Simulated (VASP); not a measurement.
Nb, 1 atom in the cell. It takes space group Im-3m (No. 229, cubic). The conventional cell has a = 3.307 Å, b = 3.307 Å, c = 3.307 Å, α = 90.00°, β = 90.00°, γ = 90.00°. Around Nb (site symmetry m-3m) lie 8 Nb at 2.86 Å. 

| Property | Result |
| --- | --- |
| Program | VASP 6.6.1 |
| Task | relaxation of cell and atoms |
| Functional | PBE |
| Potentials or basis | VASP PAW PBE potentials, release 64 (Nb_sv) |
| Cutoff | 600 eV |
| k mesh | 16 × 16 × 16 |
| Occupations | methfessel-paxton, width 0.1 eV |
| Spin | no spin polarisation |
| Further INCAR settings | ALGO = Normal; EDIFF = 1e-07; IBRION = 2; EDIFFG = -0.005; NSW = 90; ISIF = 3 |

Potentials or basis: VASP PAW PBE potentials, release 64 (Nb_sv).

The run is started by

```bash
$ cat potpaw_PBE.64/Nb_sv/POTCAR > POTCAR
$ mpirun -np 1 vasp_std > vasp.out
```

Hardware: 1 thread of Intel(R) Xeon(R) 6975P-C (Granite Rapids) (shared host).

How long does it take, and how much memory?

Wall time 11 s on 1 thread of Intel(R) Xeon(R) 6975P-C (Granite Rapids) (shared host), peak memory 0.16 GiB. Counts: scf iterations 14, k points 145, ion steps 1.
